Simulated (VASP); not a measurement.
## RbCl: relaxation of the atoms with HF+D4

RbCl:

```
Rb Cl
1.0
     0.00000    3.03931    3.03931
     3.03931    0.00000    3.03931
     3.03931    3.03931    0.00000
Rb Cl
1 1
Direct
  0.00000 0.00000 0.00000
  0.50000 0.50000 0.50000
```

The cell isn't the ideal one: volume scaled by 0.8.

```json
{
 "Program": "VASP 6.6.1",
 "Task": "relaxation of the atoms",
 "Functional": "HF",
 "Dispersion": "D4",
 "Potentials or basis": "VASP PAW PBE potentials, release 64 (Rb_sv, Cl)",
 "Cutoff": "520 eV",
 "k mesh": "4 × 4 × 4",
 "Occupations": "tetrahedron",
 "Spin": "no spin polarisation",
 "Grid for exact exchange (PRECFOCK)": "Fast",
 "Exchange at q = 0": "truncated",
 "Further INCAR settings": "ALGO = Normal; EDIFF = 1e-06; NBANDS = 9; IBRION = 2; EDIFFG = -0.02; NSW = 60"
}
```

| Property | Result |
| --- | --- |
| Pressure after relaxing | 10.5 GPa |
| Band gap on the k mesh | 14.23 eV, indirect (least direct gap 14.27 eV) |
| Dispersion energy per atom | -0.259 eV |

Final structure:
```
Rb Cl
1.0
     0.00000    3.03931    3.03931
     3.03931    0.00000    3.03931
     3.03931    3.03931    0.00000
Rb Cl
1 1
Direct
  0.00000 0.00000 0.00000
  0.50000 0.50000 0.50000
```

Levels at points of the mesh, in eV from the valence-band top:
```csv
k point,band 6,band 7,band 8,band 9
"(0.00, 0.00, 0.00)",0.00,0.00,0.00,14.36
"(0.50, 0.00, 0.00)",-1.54,-0.77,-0.77,17.02
"(0.50, 0.50, 0.00)",-0.21,-0.04,-0.04,14.23
```

Run time: 3.1 min on 1 thread of Intel(R) Xeon(R) Platinum 8175M CPU @ 2.50GHz (Skylake/Cascade Lake), on a shared host, peak memory 0.17 GiB.

Caveat: the k mesh is coarse (spacing up to 0.45 Å⁻¹), so the values aren't converged, least of all with exact exchange; the relaxation stopped at its first step, so nothing moved; the PAW data sets were made with another functional, which shifts forces and pressure a little. A k mesh can miss the band edges.
